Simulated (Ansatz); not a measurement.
Runs of Ansatz 0.2.0 on Bi. Symmetry: R-3m, No. 166, trigonal system. Conventional cell: a = 4.535 Å, b = 4.535 Å, c = 11.814 Å, α = 90.00°, β = 90.00°, γ = 120.00°. Bi (site symmetry 3m) has 6 Bi at 3.06 to 3.52 Å as nearest neighbours. 

```csv
cell,target pressure (GPa),gap on the mesh (eV),pressure (GPa)
relaxed,0,(a),0.0
relaxed to 5 GPa,5,0.45,5.0
relaxed to 30 GPa,30,none,30.0
relaxed to 2 GPa,2,0.31,2.0
relaxed to 20 GPa,20,none,20.0
relaxed to 10 GPa,10,0.37,10.0
```

Alike in all rows: task relaxation of cell and atoms; level r2SCAN; potentials or basis Ansatz PAW; no spin polarisation; k mesh 7 × 7 × 7; cutoff (eV) 500; smearing fermi-dirac 0.05 eV.

**Question.** Fill in the values left out.

**Answer.** (a) 0.15.

Caveats: the plane-wave basis is chosen anew once the cell has moved, so the energies of steps on either side of that aren't comparable; the PAW data sets come from PBE, with cores solved anew for the run's functional, which leaves a small shift of forces and pressure; odd divisions of the mesh miss points on the zone boundary, where band edges often lie, so the gap on the mesh can be too wide (some runs); spin-orbit coupling is left out, which as a rule narrows the gap of such compounds by several tenths of an eV (some runs); spin-orbit coupling is left out, which moves the levels of the heavy elements (some runs).

A k mesh can miss the band edges, and the runs leave out spin-orbit coupling on Bi.

A gap of «none» marks a metal or a gap under the smearing width.

Runs at the PBE level aren't shown here.
